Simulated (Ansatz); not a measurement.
# ZnGeP2: one run, from forces to fields

The system is ZnGeP2, a database entry, slightly rescaled. Wanted, at the geometry given: whether it is a metal or has a gap, how the charge is shared and how far the cell is from equilibrium.

All numbers below are computed with Ansatz 0.2.0 (DFT, r2SCAN, collinear spin, plane waves, PAW).

## (1) The system as given

Symmetry: I-42d, No. 122, tetragonal system. The conventional cell has a = 5.538 Å, b = 5.538 Å, c = 10.914 Å, α = 90.00°, β = 90.00°, γ = 90.00°. Ge (site symmetry -4) is surrounded by 4 P at 2.34 Å. Zn (site symmetry -4) is surrounded by 4 P at 2.43 Å. Around P (site symmetry 2) lie 2 Ge at 2.34 Å and 2 Zn at 2.43 Å.

As a file:

```
Ge Zn P
1.0
     0.00000    5.53829    0.00000
     5.53829    0.00000    0.00000
     2.76914    2.76914   -5.45714
Ge Zn P
2 2 4
Direct
  0.50000 0.50000 0.00000
  0.25000 0.75000 0.50000
  0.00000 0.00000 0.00000
  0.75000 0.25000 0.50000
  0.37500 0.38900 0.75000
  0.61100 0.12500 0.25000
  0.87500 0.86100 0.75000
  0.13900 0.62500 0.25000
```

The cell carries a charge of -1 e on a uniform background.

The run starts from a saved solution of this cell (checkpoint.read), perhaps found on another mesh. Its moments: no atom with a moment over 0.3 μB. It was the only state met in 3 starts.

## (2) The calculation

The input, input.yaml:

```yaml
crystal:
  lattice:
    - [0.0, 5.538289, 0.0]
    - [5.538289, 0.0, 0.0]
    - [2.769144, 2.769144, -5.457142]
  atoms:
    - { symbol: Ge, position: [0.5, 0.5, 0.0], spin: 0.125 }
    - { symbol: Ge, position: [0.25, 0.75, 0.5], spin: 0.125 }
    - { symbol: Zn, position: [0.0, 0.0, 0.0], spin: 0.125 }
    - { symbol: Zn, position: [0.75, 0.25, 0.5], spin: 0.125 }
    - { symbol: P, position: [0.375, 0.389, 0.75], spin: 0.125 }
    - { symbol: P, position: [0.611, 0.125, 0.25], spin: 0.125 }
    - { symbol: P, position: [0.875, 0.861, 0.75], spin: 0.125 }
    - { symbol: P, position: [0.139, 0.625, 0.25], spin: 0.125 }
kpoints:
  mp_grid: { grid: [5, 5, 5], shift: [0, 0, 0] }
  band_path:
    path:
      - [0.0, 0.0, 0.0]
      - [0.5, 0.5, 0.5]
      - [0.5, 0.5, 0.25]
      - [0.0, 0.5, 0.0]
      - [0.0, 0.0, 0.0]
      - [0.0, 0.0, -0.5]
      - [0.0, 0.37125489, -0.31437255]
      - [0.0, 0.62874511, 0.31437255]
      - [0.0, 0.0, 0.0]
      - [0.5, 0.5, 0.5]
      - [0.37125489, 0.62874511, 0.5]
    npoints: 6
magnetization:
  spin_polarized: true
scf:
  occupations: { method: fermi_dirac, width: 0.081 }
  lower_state_search: "off"
  max_iter: 200
hamiltonian:
  pseudopotentials: { kind: paw }
  xc: r2scan
basis:
  ecutwfc: 500
  fft_grid_basis: typed
total_charge: -1.0
output:
  forces: true
  stress: true
  eigenvalues: true
  bader: true
  populations: true
  elf: true
  write_potential: true
  volumetric_format: npy
  dos:
    e_range: [-12, 8]
    de: 0.05
    projected: { site_lists: { Ge: [Ge], P: [P], Zn: [Zn] } }
checkpoint:
  read: saved_state
```

What does the calculation give? Wanted: largest force; character; Bader charges; moments.

The runs gave:

| quantity | value |
| --- | --- |
| largest force | 0.797 eV/Å on P |
| character | metal |
| density of states, mean within 0.25 eV of the Fermi level | 4.3 per eV per cell |
| Bader charges | Ge +0.63, Zn +0.59, P -0.86 e |
| moments | none |

What this shows: The cell is metallic; within 0.25 eV of the Fermi level the density of states averages 4.3 per eV per cell, mostly P p (40 %), Ge s (19 %) and Ge p (15 %). The spin density vanishes in this state. By Bader's partition Ge gives up most (+0.63 e) and P takes most (-0.86 e). P feels the largest force, 0.80 eV/Å, so the positions are not relaxed.

Limits of this run: charged cell with a uniform background.
